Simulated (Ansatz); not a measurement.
# BeTe: sound and stiffness along [100], [110] and [111]

Level of theory: DFT LDA, scalar-relativistic, plane waves, PAW in Ansatz. Plane waves to 420 eV; Γ-centred k mesh 8×8×8; fixed occupations. No spin polarisation.

The cell is fixed (symmetry leaves no force on the atoms) and stands under -0.1 GPa:
```
Be Te
1.0
     0.00000    2.77840    2.77840
     2.77840    0.00000    2.77840
     2.77840    2.77840    0.00000
Be Te
1 1
Direct
  0.00000 0.00000 0.00000
  0.25000 0.25000 0.25000
```

The cell is the ideal cubic zincblende prototype.

With ions relaxed, on the cubic axes: C11 = 105.4, C12 = 42.5, C44 = 53.2 GPa. The density is 5.288 g/cm³. Zone-centre modes weren't checked beside this run.

Problem. Is the crystal stable against strain, and how anisotropic is it?

Solution. Born's conditions hold: C11 + 2C12 = 190.3, C11 − C12 = 62.9 and C44 = 53.2 GPa are all positive. B = (C11 + 2C12)/3 = 63.4 GPa. The two shear moduli are C44 and C′ = (C11 − C12)/2 = 31.4 GPa, so Zener's ratio is A = C44/C′ = 1.69: the tetragonal shear C′ is the soft one, as in many fcc and bcc metals and zincblende crystals. The Cauchy pressure C12 − C44 is -10.7 GPa; it would vanish for pair forces between atoms on inversion centres at zero pressure, and a negative value is usual with directional bonding, though many-body forces give one in some ionic oxides too.

Problem. Give the sound speeds along the three symmetry directions.

Solution. The Christoffel equation gives ρv² for each branch:
```
direction branch                    ρv²    GPa v (m/s)
    [100]              L                    C11  105.4     4464
    [100]         T (×2) C44   53.2     3171
    [110]              L   (C11 + C12 + 2C44)/2  127.1     4902
    [110]   T, u ∥ [001]                    C44   53.2     3171
    [110]  T, u ∥ [1-10]          (C11 − C12)/2   31.4     2439
    [111]              L  (C11 + 2C12 + 4C44)/3  134.3     5040
    [111]         T (×2) (C11 − C12 + C44)/3   38.7     2705
```

In a piezoelectric crystal some branches stiffen further, which is left out.

Problem. How does Young's modulus depend on direction?

Solution. Inverting gives S11 = 12.350, S12 = -3.548, S44 = 18.811 TPa⁻¹. Along a unit vector (l, m, n), 1/E = S11 − 2(S11 − S12 − S44/2)(l²m² + m²n² + n²l²), where the last bracket is 0, 1/4 and 1/3 for [100], [110] and [111]: E = 81, 110 and 125 GPa. With A > 1 the body diagonal is stiffest. For a film on (001), the biaxial modulus is C11 + C12 − 2C12²/C11 = 114 GPa and the normal strain is −2C12/C11 = -0.81 times the in-plane one.

Cost: 1 run of about 1.8 core-minutes, on Arm Neoverse N1 (shared hosts).